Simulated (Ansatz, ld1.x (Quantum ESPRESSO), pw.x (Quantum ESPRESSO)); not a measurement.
# Which Cs potential is closest to all-electron in the sc crystal?

All use PBE, scalar-relativistic, no spin, cutoffs from each file’s atomic test, pw.x 7.5; 8³ k-points, Fermi–Dirac smearing 0.01 Ry. Δ is the rms difference from all-electron LAPW of the E(V) curves that follow from fits to the pressures, over ±6 % in volume. Mesh and smearing are coarse and serve the comparison alone. The files are a selection: those with a ghost or negative overlap were mostly not run, and those with noisy or unconverged pressures or nearly equal Δ are left out.

All-electron: a0 = 5.034 Å (V0 = 127.56 Å³/atom), B0 = 1.4 GPa.

Question: Rank them by Δ, smallest first.
A. ultrasoft, ld1.x (Quantum ESPRESSO) 7.5, PBE; core [Kr] 4d10, reference 5s2 5p6 5d0 6s1 6p0; waves: 5s (bound): rcut 2.55, rcutus 2.75 bohr; 6s (bound): rcut 2.55, rcutus 2.75 bohr; 5p (bound): rcut 3.30, rcutus 4.10 bohr; 6p (bound, empty): rcut 3.30, rcutus 4.10 bohr; 5d (bound, empty): rcut 3.45, rcutus 4.65 bohr; 5d channel at 2 Ry: rcut 3.45, rcutus 4.65 bohr; local part: all-electron potential smoothed inside 3.25 bohr (lloc = -2); core correction: none; augmentation: PSQ, inside the norm-conserving radii.
B. PAW, ld1.x (Quantum ESPRESSO) 7.5, PBE; core [Kr] 4d10, reference 5s2 5p6 5d0 6s1 6p0; waves: 5s (bound): rcut 2.25, rcutus 2.80 bohr; 6s (bound): rcut 2.25, rcutus 2.80 bohr; 5p (bound): rcut 2.90, rcutus 3.60 bohr; 6p (bound, empty): rcut 2.90, rcutus 3.60 bohr; 5d (bound, empty): rcut 3.00, rcutus 4.00 bohr; 5d channel at 5.2 Ry: rcut 3.00, rcutus 4.00 bohr; local part: all-electron potential smoothed inside 3.00 bohr (lloc = -2); core correction: Bessel-smoothed model core, default radius (core density twice the valence density); augmentation: BESSEL, radius 2.25 bohr.
C. ultrasoft, ld1.x (Quantum ESPRESSO) 7.5, PBE; core [Kr] 4d10, reference 5s2 5p6 5d0 6s0.5 6p0.5; waves: 5s (bound): rcut 3.00, rcutus 3.60 bohr; 6s (bound): rcut 3.00, rcutus 3.60 bohr; 5p (bound): rcut 2.75, rcutus 3.60 bohr; 6p (bound): rcut 2.75, rcutus 3.60 bohr; 5d (bound, empty): rcut 4.00, rcutus 4.65 bohr; 5d channel at 2.85 Ry: rcut 4.00, rcutus 4.65 bohr; local part: all-electron potential smoothed inside 4.10 bohr (lloc = -2); core correction: a·sin(br)/r model core inside 1.90 bohr; augmentation: PSQ, inside the norm-conserving radii.

Answer: B (0.5 meV/atom), A (0.7 meV/atom), C (1.3 meV/atom).
